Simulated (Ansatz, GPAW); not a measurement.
## Ballistic transport through a Nb chain with one Sn atom in line, cheap and dear

How well does a Nb chain with one Sn atom in line conduct at low bias, and how far do basis and functional move the answer?

Calculated with GPAW 26.7.0 and Ansatz 0.2.0; Ansatz plane waves; Landauer transmission by layers, zero bias, in the first sound run; inputs show where later runs differ.

### 1. Starting point

The cell holds 15 atoms: 14 Nb and 1 Sn. Cell: a = 9.000 Å, b = 9.000 Å, c = 35.585 Å, α = 90.0°, β = 90.0°, γ = 90.0°. Regions: left lead, 7 atoms (7 Nb); channel, 1 atom (1 Sn); right lead, 7 atoms (7 Nb). Vacuum lies along a and b. The structure is stacked along c, and the current runs across the ab planes.

Coordinates:

```cif
data_structure
_symmetry_space_group_name_H-M 'P 1'
_symmetry_Int_Tables_number 1
_cell_length_a 9.0000
_cell_length_b 9.0000
_cell_length_c 35.5852
_cell_angle_alpha 90.000
_cell_angle_beta 90.000
_cell_angle_gamma 90.000
_cell_volume 2882.40
loop_
_atom_site_label
_atom_site_type_symbol
_atom_site_fract_x
_atom_site_fract_y
_atom_site_fract_z
_atom_site_occupancy
Nb1 Nb 0.50000 0.50000 0.03302 1
Nb2 Nb 0.50000 0.50000 0.09906 1
Nb3 Nb 0.50000 0.50000 0.16510 1
Nb4 Nb 0.50000 0.50000 0.23114 1
Nb5 Nb 0.50000 0.50000 0.29717 1
Nb6 Nb 0.50000 0.50000 0.36321 1
Nb7 Nb 0.50000 0.50000 0.42925 1
Sn8 Sn 0.50000 0.50000 0.50000 1
Nb9 Nb 0.50000 0.50000 0.57075 1
Nb10 Nb 0.50000 0.50000 0.63679 1
Nb11 Nb 0.50000 0.50000 0.70283 1
Nb12 Nb 0.50000 0.50000 0.76886 1
Nb13 Nb 0.50000 0.50000 0.83490 1
Nb14 Nb 0.50000 0.50000 0.90094 1
Nb15 Nb 0.50000 0.50000 0.96698 1
```

### 2. Plane-wave reference (PBE)

Plane waves give the reference curve, free of the bias of atom-centred orbitals.

Input file input.yaml:

```yaml
crystal:
  lattice:
    - [9.0, 0.0, 0.0]
    - [0.0, 9.0, 0.0]
    - [0.0, 0.0, 35.5852]
  atoms:
    - { symbol: Nb, position: [0.5, 0.5, 0.0330193451] }
    - { symbol: Nb, position: [0.5, 0.5, 0.0990580354] }
    - { symbol: Nb, position: [0.5, 0.5, 0.1650967256] }
    - { symbol: Nb, position: [0.5, 0.5, 0.2311354158] }
    - { symbol: Nb, position: [0.5, 0.5, 0.2971741061] }
    - { symbol: Nb, position: [0.5, 0.5, 0.3632127963] }
    - { symbol: Nb, position: [0.5, 0.5, 0.4292514866] }
    - { symbol: Sn, position: [0.5, 0.5, 0.5] }
    - { symbol: Nb, position: [0.5, 0.5, 0.5707485134] }
    - { symbol: Nb, position: [0.5, 0.5, 0.6367872037] }
    - { symbol: Nb, position: [0.5, 0.5, 0.7028258939] }
    - { symbol: Nb, position: [0.5, 0.5, 0.7688645842] }
    - { symbol: Nb, position: [0.5, 0.5, 0.8349032744] }
    - { symbol: Nb, position: [0.5, 0.5, 0.9009419646] }
    - { symbol: Nb, position: [0.5, 0.5, 0.9669806549] }
kpoints:
  mp_grid: { grid: [1, 1, 2] }
hamiltonian:
  xc: pbe
scf:
  occupations: { method: fermi_dirac, width: 0.1 }
output:
  transmission:
    leads: [[0, 1]]
    e_range: [-2, 2]
    de: 0.05
    kmesh: [1, 1]
    reduced_basis: true
  write_potential: true
  write_density: true
  volumetric_format: npy
  elf: true
```

Started as:

```sh
$ ansatz run input.yaml --threads 2 --pin off --max-ram 4096MiB --backend cpu --events-out ev --progress --plain --runs-dir out
```

Numbers of over 12 decimals in the logs are rounded to 6 here.

The program printed:

```text
Engine: ansatz 0.2.0, aarch64-unknown-linux-gnu
Pseudopotentials: kind: paw
Pseudopotential: Nb, paw, valence charge 13, recommended cutoff 420 eV (normal), Nb.paw.azcp
Pseudopotential: Sn, paw, valence charge 14, recommended cutoff 420 eV (normal), Sn.paw.azcp
Functional definition: PBE
  parameter kappa = 0.804
  parameter beta = 0.066725
  exchange = pbe_x(kappa = kappa, mu = beta*pi^2/3)
  correlation = pbe_c(beta = beta)
Crystal: 15 atoms, lattice volume = 2882.401 Å³
Basis set: ecut = 420 eV, 56227 PW (Γ)
Bands: 118, of which v1, the nominal top of the filled ones, is band 98 counted from 1 (97 counted from 0)
Symmetry: 16 space group operations
Space group: P4/mmm (ITA 123), of the structure as read, at distance tolerance 1.4e-4 Å
k-points: 2
Non-local potential: Nb, projectors of the file, l = 0: 3, l = 1: 2, l = 2: 2, l = 3: 1
Non-local potential: Sn, projectors of the file, l = 0: 2, l = 1: 2, l = 2: 2, l = 3: 2
PAW form: soft (Blöchl's): semilocal exchange-correlation on the pseudo side does not see the compensation charge
PAW one-centre angular grid: Nb, 590 points (default); XC on 64 Gauss nodes
PAW one-centre angular grid: Sn, 590 points (default); XC on 64 Gauss nodes
Initial density: superposition of atomic densities (neutral atoms: chi_scale 0, normalization atom), corrected by the library's trained network
Initial wavefunctions: pseudopotential atomic-orbital guess
Functional: x = pbe(κ = 0.804, μ = 0.219515), c = pbe(β = 0.066725)
SCF iter   1: F=—  HF=-69693.408759 eV  |F-HF|=—  |Δ(HF+E_count)|=         —  Δρ=8.93e-3  dr2=2.55e1  ethr=1.77e-3  ⟨swp⟩=7.5  Hψ=957  notcnv=0
preconditioner: auto → LDOS  [metal: Δε(μ)=0.110 eV  Ē_g=1.867 eV  σ=0.100 eV  W_gap=0.27  n_scr=278 (ndim 8)  ℏωp=5.9 eV  f_vac=0.692  D(μ)=38.82/eV (n_scr^D=156)  β→1.0]
SCF iter   2: F=—  HF=-69693.072729 eV  |F-HF|=—  |Δ(HF+E_count)|=   3.36e-1  Δρ=5.14e-3  dr2=2.79e0  ethr=1.77e-3  ⟨swp⟩=3.0  Hψ=387  notcnv=0
SCF iter   3: F=—  HF=-69692.890537 eV  |F-HF|=—  |Δ(HF+E_count)|=   1.82e-1  Δρ=9.31e-4  dr2=1.27e-1  ethr=1.43e-3  ⟨swp⟩=1.5  Hψ=268  notcnv=0
SCF iter   4: F=—  HF=-69692.889827 eV  |F-HF|=—  |Δ(HF+E_count)|=   7.11e-4  Δρ=3.84e-4  dr2=1.37e-2  ethr=6.47e-5  ⟨swp⟩=2.0  Hψ=339  notcnv=0
SCF iter   5: F=—  HF=-69692.889028 eV  |F-HF|=—  |Δ(HF+E_count)|=   7.99e-4  Δρ=1.81e-4  dr2=4.33e-3  ethr=6.99e-6  ⟨swp⟩=2.0  Hψ=331  notcnv=0
SCF iter   6: F=—  HF=-69692.889128 eV  |F-HF|=—  |Δ(HF+E_count)|=   1.01e-4  Δρ=1.33e-4  dr2=6.95e-4  ethr=2.21e-6  ⟨swp⟩=2.0  Hψ=297  notcnv=0
SCF iter   7: F=—  HF=-69692.889224 eV  |F-HF|=—  |Δ(HF+E_count)|=   9.53e-5  Δρ=5.10e-5  dr2=1.25e-4  ethr=3.55e-7  ⟨swp⟩=3.0  Hψ=363  notcnv=0
SCF iter   8: F=—  HF=-69692.889218 eV  |F-HF|=—  |Δ(HF+E_count)|=   5.54e-6  Δρ=1.59e-5  dr2=2.53e-5  ethr=6.38e-8  ⟨swp⟩=2.0  Hψ=328  notcnv=0
SCF iter   9: F=—  HF=-69692.889985 eV  |F-HF|=—  |Δ(HF+E_count)|=   7.67e-4  Δρ=8.05e-6  dr2=7.00e-6  ethr=1.29e-8  ⟨swp⟩=2.0  Hψ=329  notcnv=0
SCF iter  10: F=—  HF=-69692.889985 eV  |F-HF|=—  |Δ(HF+E_count)|=   1.26e-7  Δρ=3.14e-6  dr2=8.47e-7  ethr=3.57e-9  ⟨swp⟩=2.5  Hψ=338  notcnv=0
SCF iter  11: F=-69692.889985 eV  HF=-69692.889985 eV  |F-HF|=2.39e-8  |Δ(HF+E_count)|=   1.64e-8  Δρ=1.01e-6  dr2=8.85e-8  ethr=5.10e-11  ⟨swp⟩=7.0  Hψ=678  notcnv=0
SCF 1 converged in 11 iterations: F = -69692.889985 eV  dr2 = 8.85e-8
  greatest PAW one-centre occupation: 0.998 electrons in one spin orbital (limit 2), on the Nb atom at site 8 (counted from 0), in its partial waves of l = 0
transmission: 7 of 65 steps passed
transmission: 13 of 65 steps passed
[...]
transmission: 65 of 65 steps passed
WARN: The input density's exchange-correlation potential varies sharply where the density is thin. Do not read a vacuum level from v_tot or v_xc, or from such a field of the output density. On a cell that repeats whose density bears no net charge and no dipole along the vacuum's axis use v_es (v_loc + v_h of the components); under efield.dipole_correction with no amplitude use v_es + v_field, which holds any external [...]
SCF converged after 11 iterations
the last check of whether an eigenvalue changes by more than its tolerance under the output density was not made (no_room)
Free energy (F): -69692.889985 eV
Harris-Foulkes:  -69692.889985 eV  (|F-HF|=2.39e-8)
Internal energy: -69691.477140 eV  (E = F + TS)
E sigma→0 (E₀):  -69692.183562 eV
Entropy (-TS):   -1.412845 eV (-94.190 meV/atom)
Fermi energy:    -2.002741 eV
--- Per-component energies (eV) ---
  E_band       = -4833.825272
  E_kinetic    = 5694.439494
  E_local      = -44023.607172  (includes V_loc(G=0)·N_el)
  E_nonlocal   = 1718.447340
  E_hartree    = 18331.596992
  E_xc         = -2783.282309
  E_vxc        = -3000.171293  (∫ρ·V_xc dr)
  E_paw        = -47184.115353  (= ΣΔE_a)
  E_vpaw       = -1886.143818  (= ΣTr[D̂ρ^β])
  E_aug_tail   = 0.000101  (compensation charges beyond the density's cutoff)
  E_ewald      = -1444.956232
  E_smearing   = -1.412845  (= −TS)
  E_closure    = -0.000000  (closes the sum)
  Σ components = -69692.889985   (vs F -69692.889985, Δ=0.00e0)
--- Band table (eV) ---
  k-point 0: bands = [... 94 lower, -2.1047, -2.0964, -2.0512, -1.9629, -1.9548, -1.9173, -1.9173, -1.9148, ... 16 higher]
  k-point 1: bands = [... 94 lower, -2.2190, -2.1524, -2.1087, -2.1001, -1.9573, -1.9497, -1.7862, -1.7790, ... 16 higher]
--- Transmission ---
  basis      : 717 plane waves across, 65 finite elements along
  points     : 1, standing for a mesh of 1 x 1
  energies   : 81 from -2.000000 to 2.000000 eV about the Fermi level, 0.050000 eV apart; the leads are filled to 0.000000 eV, and channels, transmission and decay are at 0.000000 eV
  crystal 0  : Nb1, at the sites [0, 1], period 2.3500 Å, over 32.90 Å; its Hamiltonian steps by up to 1.4 meV
    offset         : up to 0.0000 Å between an atom of the period and one for which it stands
    channels       : 6.000000e0 a spin
    conductance    : none, the energies end too early or step too widely for 300 K: set another output.transmission.e_range or a lower de, or, where they end at an eighth of basis.ecutwfc, a higher one
  junction   : crystal 0 to crystal 0, 0.70 to 33.93 Å
    transmission   : 2.741273e0 a spin
    conductance    : none, the energies end too early or step too widely for 300 K: set another output.transmission.e_range or a lower de, or, where they end at an eighth of basis.ecutwfc, a higher one
```

Run time: 43 min. Hardware: 2 threads of Arm Neoverse V2, shared host; peak memory 3.4 GiB.

Reading the cycles: dr2 is the Hartree energy of the density residual (eV), the measure of convergence; HF is the Harris–Foulkes estimate of the energy, which meets the free energy F at convergence.

This step gave:

```
free energy                                             : -69692.8900 eV
smearing term TS                                        : 1.413 eV
symmetry operations                                     : 16
lead level                                              : 0 eV from the Fermi level
transmission at the Fermi level (one spin)              : 2.741
open channels of the lead at the Fermi level (one spin) : 6
step of the potential along the lead                    : 1.4 meV
offset of the lead                                      : 0 Å
```

One spin. Table of transmission, zone mean by energy, zero at the Fermi level:

energy (eV), transmission, zone mean and a bar from the least value:
```
    -2.00       1.21 ########
    -1.90       1.26 #########
    -1.80       1.33 ##########
    -1.70       1.41 ###########
    -1.55       1.54 #############
    -1.45       1.61 ##############
    -1.35       1.67 ###############
    -1.25       1.73 ################
    -1.15       1.81 #################
    -1.05       1.89 ##################
    -0.90       2.05 ####################
    -0.80       2.17 ######################
    -0.70       2.30 ########################
    -0.60       2.41 #########################
    -0.50       2.51 ###########################
    -0.40       2.59 ############################
    -0.25       2.67 #############################
    -0.15       2.71 ##############################
    -0.05       2.73 ##############################
     0.00       2.74 ##############################
     0.05       2.74 ##############################
     0.15       2.73 ##############################
     0.25       2.68 #############################
     0.40       2.56 ###########################
     0.50       2.45 ##########################
     0.60       2.31 ########################
     0.70       2.18 ######################
     0.80       2.04 ####################
     0.90       1.91 ##################
     1.05       1.71 ################
     1.15       1.59 ##############
     1.25       1.46 ############
     1.35       1.32 ##########
     1.45       1.18 ########
     1.55       1.04 ######
     1.70       0.80 ###
     1.80       0.62 
     1.90       0.61 
     2.00       0.61
```

One spin. Open channels, zone mean against energy, zero at the Fermi level:

energy (eV), open channels, zone mean and a bar from the least value:
```
    -2.00       3.00 ########
    -1.90       3.00 ########
    -1.80       3.00 ########
    -1.70       3.00 ########
    -1.55       3.00 ########
    -1.45       3.00 ########
    -1.35       4.00 ###############
    -1.25       4.00 ###############
    -1.15       4.00 ###############
    -1.05       4.00 ###############
    -0.90       4.00 ###############
    -0.80       4.00 ###############
    -0.70       4.00 ###############
    -0.60       4.00 ###############
    -0.50       4.00 ###############
    -0.40       4.00 ###############
    -0.25       6.00 ##############################
    -0.15       6.00 ##############################
    -0.05       6.00 ##############################
     0.00       6.00 ##############################
     0.05       6.00 ##############################
     0.15       6.00 ##############################
     0.25       6.00 ##############################
     0.40       6.00 ##############################
     0.50       6.00 ##############################
     0.60       6.00 ##############################
     0.70       6.00 ##############################
     0.80       6.00 ##############################
     0.90       6.00 ##############################
     1.05       6.00 ##############################
     1.15       6.00 ##############################
     1.25       6.00 ##############################
     1.35       6.00 ##############################
     1.45       6.00 ##############################
     1.55       6.00 ##############################
     1.70       6.00 ##############################
     1.80       4.00 ###############
     1.90       4.00 ###############
     2.00       2.00
```

Crystal 0, spin -, k parallel (0, 0); distinct values, listed up to 1.5 1/Å. Im kz of the slowest decaying states against energy, zero at the Fermi level:

```csv
energy (eV),decay 1 (Å⁻¹),decay 2 (Å⁻¹),decay 3 (Å⁻¹),decay 4 (Å⁻¹)
-2.000,0.412,0.773,0.777,1.12
-1.800,0.336,0.727,0.731,1.09
-1.600,0.234,0.677,0.681,1.07
-1.400,0.621,0.625,1.04,1.16
-1.200,0.559,0.564,1.02,1.14
-1.000,0.488,0.493,0.989,1.12
-0.800,0.403,0.408,0.960,1.09
-0.600,0.290,0.297,0.931,1.07
-0.400,0.0604,0.0868,0.900,1.04
-0.200,0.869,1.02,1.14,1.27
0.000,0.836,0.991,1.12,1.25
0.200,0.801,0.964,1.10,1.23
0.400,0.764,0.936,1.07,1.21
0.600,0.724,0.908,1.04,1.19
0.800,0.682,0.878,1.02,1.16
1.000,0.635,0.847,0.990,1.14
1.200,0.582,0.815,0.962,1.12
1.400,0.520,0.782,0.934,1.09
1.600,0.437,0.747,0.904,1.07
1.800,0.189,0.215,0.710,0.873
2.000,0.143,0.143,0.274,0.672
```

Crystal 0, spin -, k parallel (0, 0). Table of Re kz of states that move upwards by energy, zero at the Fermi level:

```csv
energy (eV),channel 1 (Å⁻¹),channel 2 (Å⁻¹),channel 3 (Å⁻¹),channel 4 (Å⁻¹),channel 5 (Å⁻¹),channel 6 (Å⁻¹)
-2.00,-1.03,-1.03,0.296,-,-,-
-1.85,-0.991,-0.991,0.316,-,-,-
-1.70,-0.953,-0.953,0.335,-,-,-
-1.50,-0.908,-0.908,0.358,-,-,-
-1.35,-0.876,-0.876,0.132,0.375,-,-
-1.20,-0.846,-0.846,0.247,0.392,-,-
-1.05,-0.817,-0.817,0.324,0.407,-,-
-0.90,-0.789,-0.789,0.386,0.423,-,-
-0.70,-0.753,-0.753,0.443,0.456,-,-
-0.55,-0.727,-0.727,0.458,0.503,-,-
-0.40,-0.701,-0.701,0.472,0.545,-,-
-0.25,-0.676,-0.676,0.233,0.241,0.486,0.585
-0.10,-0.651,-0.651,0.344,0.349,0.500,0.622
0.00,-0.634,-0.634,0.402,0.406,0.509,0.646
0.10,-0.617,-0.617,0.454,0.457,0.518,0.669
0.25,-0.592,-0.592,0.524,0.527,0.532,0.703
0.40,-0.567,-0.567,0.545,0.587,0.590,0.735
0.55,-0.541,-0.541,0.558,0.647,0.649,0.766
0.70,-0.514,-0.514,0.571,0.704,0.706,0.796
0.90,-0.476,-0.476,0.588,0.779,0.780,0.835
1.05,-0.446,-0.446,0.601,0.834,0.835,0.864
1.20,-0.412,-0.412,0.613,0.890,0.891,0.892
1.35,-0.373,-0.373,0.626,0.919,0.949,0.950
1.50,-0.324,-0.324,0.639,0.946,1.01,1.01
1.70,-0.211,-0.211,0.655,0.982,1.11,1.11
1.85,0.668,1.01,1.22,1.22,-,-
2.00,0.680,1.04,-,-,-,-
```

The electrostatic potential energy of an electron (with the applied field's), less the Fermi level, planar mean oscillates, so the rows of the table below give means over windows of 2.37 Å about each position, cut where the curve ends. Its first 14 maxima inside the range that stand out by 2 % of the span (Å: eV): 2.4: 3.64, 4.7: 3.65, 7.1: 3.63, 9.3: 3.65, 11.7: 3.64, 14.1: 3.69, 16.6: 3.77, 17.8: 3.48, 19.0: 3.77, 21.5: 3.69, 23.9: 3.64, 26.2: 3.65, 28.5: 3.63, 30.8: 3.65. Its first 14 minima: 1.2: 1.49, 3.6: 1.50, 5.9: 1.50, 8.2: 1.52, 10.5: 1.49, 12.9: 1.54, 15.3: 1.41, 17.2: 3.23, 18.4: 3.23, 20.3: 1.41, 22.7: 1.54, 25.1: 1.49, 27.4: 1.52, 29.7: 1.50.

Electrostatic potential energy of an electron (with the applied field's), less the Fermi level, planar mean against z; means over each step:

z (Å), electrostatic potential energy of an electron (with the applied field's), less the Fermi level, planar mean (eV) and a bar from the least value:
```
     1.19       2.63 ##
     3.56       2.63 ##
     5.93       2.63 ##
     8.29       2.63 ##
    10.67       2.63 ##
    13.04       2.67 ###
    15.41       2.60 #
    17.77       3.43 ##############################
    20.14       2.60 #
    22.52       2.67 ###
    24.89       2.63 ##
    27.25       2.63 ##
    29.62       2.63 ##
    32.00       2.63 ##
    34.37       2.58
```

The valence density, planar mean oscillates, so the rows of the table below give means over windows of 2.37 Å about each position, cut where the curve ends. Its first 14 maxima inside the range that stand out by 2 % of the span (Å: e/Å³): 1.2: 0.118, 3.6: 0.118, 5.9: 0.117, 8.2: 0.117, 10.5: 0.117, 12.9: 0.118, 15.3: 0.116, 17.8: 0.161, 20.3: 0.116, 22.7: 0.118, 25.1: 0.117, 27.4: 0.117, 29.7: 0.117, 32.0: 0.118. Its minima: 2.4: 0.0268, 4.7: 0.0272, 7.1: 0.0271, 9.3: 0.0272, 11.7: 0.0270, 14.1: 0.0274, 16.5: 0.0220, 19.1: 0.0220, 21.5: 0.0274, 23.9: 0.0270, 26.2: 0.0272, 28.5: 0.0271, 30.8: 0.0272, 33.2: 0.0268.

Valence density, planar mean against z; means over each step:

```csv
z (Å),"valence density, planar mean (e/Å³)"
1.19,0.0679
3.56,0.0680
5.93,0.0679
8.29,0.0680
10.67,0.0679
13.04,0.0682
15.41,0.0662
17.77,0.0726
20.14,0.0661
22.52,0.0682
24.89,0.0679
27.25,0.0680
29.62,0.0679
32.00,0.0680
34.37,0.0700
```

Electrostatic potential energy in the ca plane at fractional y = 0.500, with atoms of Nb and Sn within 0.2 Å of it. With pseudopotentials it is smooth inside the atoms' cores, unlike the true potential.

Ten even steps from '0' (-69 eV) to '9' (2 eV), each cell a mean:
```
99999999999999999999999999999999999999999999
99999999999999999999999999999999999999999999
99999999999999999999999999999999999999999999
99999999999999999999999999999999999999999999
99999999999999999999999999999999999999999999
99999999999999999999999999999999999999999999
99999999999999999999999999999999999999999999
99999999999999999999999999999999999999999999
89999888999888999988899998899998888999888999
57887556888655788755689877778987557888656888
14774102686201477410268779977873003785101587
02672000475000276200058789997861001574000376
03773001575100377200158779987862002674000476
36886324787423688632478877778885225787424688
78998778898877899877889987789998778998777899
99999999999999999999999999999999999999999999
99999999999999999999999999999999999999999999
99999999999999999999999999999999999999999999
99999999999999999999999999999999999999999999
99999999999999999999999999999999999999999999
99999999999999999999999999999999999999999999
99999999999999999999999999999999999999999999
99999999999999999999999999999999999999999999
99999999999999999999999999999999999999999999
```
Columns run along c (16.0 Å, from fractional 0.24 to 0.69 of the cell; values clipped at the 3rd and 97th percentile), rows up along a (9.0 Å). Atoms in or near the plane, at fractional coordinates: Nb at (0.30, 0.50), Nb at (0.36, 0.50), Nb at (0.43, 0.50), Sn at (0.50, 0.50), Nb at (0.57, 0.50), Nb at (0.64, 0.50).

[end of part 1 of 3]

[Logs are printed without paths, hosts, clocks, repeated set-up lines and the standing remarks that a program may print on its own settings, such as how far it seeks lower states.]

[Hosts, paths, dates, database ids (printed as entryN), source tags and the programs' standing remarks are cut or masked in the printed files.]
